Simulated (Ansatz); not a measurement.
Relaxing WSe2 in the fluorite type

First guess:

```
CELL_PARAMETERS angstrom
0.00000 2.97468 2.97468
2.97468 0.00000 2.97468
2.97468 2.97468 0.00000
ATOMIC_POSITIONS crystal
W 0.00000 0.00000 0.00000
Se 0.25000 0.25000 0.25000
Se 0.75000 0.75000 0.75000
```

Theory: DFT, PBE, PAW with Ansatz's default frozen-core files, scalar-relativistic in Ansatz 0.2.0.

Cell and atoms relax within the symmetry of the start on a 11×11×11 k mesh with 0.05 eV Fermi–Dirac smearing.

The start is built from a prototype, known or not as a phase of this compound; the cutoff is 420 eV.

No spin–orbit coupling, which matters for the heavy atoms here.

Question: What is the pressure of the first guess?

Answer: 20.5 GPa.

Question: What does it relax to?

Answer: a = 6.203 Å, b = 6.203 Å, c = 6.203 Å, α = 90.00°, β = 90.00°, γ = 90.00° (conventional cell), 19.89 Å³ per atom:
```cif
data_structure
_symmetry_space_group_name_H-M 'Fm-3m'
_symmetry_Int_Tables_number 225
_cell_length_a 6.2027
_cell_length_b 6.2027
_cell_length_c 6.2027
_cell_angle_alpha 90.000
_cell_angle_beta 90.000
_cell_angle_gamma 90.000
_cell_volume 238.64
loop_
_atom_site_label
_atom_site_type_symbol
_atom_site_symmetry_multiplicity
_atom_site_Wyckoff_symbol
_atom_site_fract_x
_atom_site_fract_y
_atom_site_fract_z
_atom_site_occupancy
W1 W 4 a 0.00000 0.00000 0.00000 1
Se1 Se 8 c 0.25000 0.75000 0.75000 1
```

Question: How much energy does the relaxation release?

Answer: 134 meV/atom.
